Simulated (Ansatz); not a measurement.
The system is GaSb.

```
Sb Ga
1.0
     0.00000    3.05900    3.05900
     3.05900    0.00000    3.05900
     3.05900    3.05900    0.00000
Sb Ga
1 1
Cartesian
  4.5885 4.5885 4.5885
  0.0000 0.0000 0.0000
```

Base run:

| Item | Value |
| --- | --- |
| Program | Ansatz 0.2.0 |
| Functional | PBE |
| Potentials or basis | Ansatz PAW |
| Cutoff | 420 eV (not typed: the program's choice for these potentials) |
| k mesh | 6 × 6 × 6 |
| Occupations | fermi-dirac, width 0.05 eV |
| Spin | spin-orbit coupling, no magnetisation |

Its results: band gap on the k mesh none (metal or under the smearing width); pressure 2.5 GPa.

Task: The run is repeated on the same cell with these changes: functional from PBE to LDA. What comes out?

Result: Band gap on the k mesh none (metal or under the smearing width); pressure -1.6 GPa.

LDA binds more tightly than PBE, so the same cell stands under less pressure.

Caveats: this crystal is a semiconductor, whose small gap the functional closes, so the metal is an error of the method; the PAW data sets come from PBE, with cores solved anew for the run's functional, which leaves a small shift of forces and pressure (some runs).
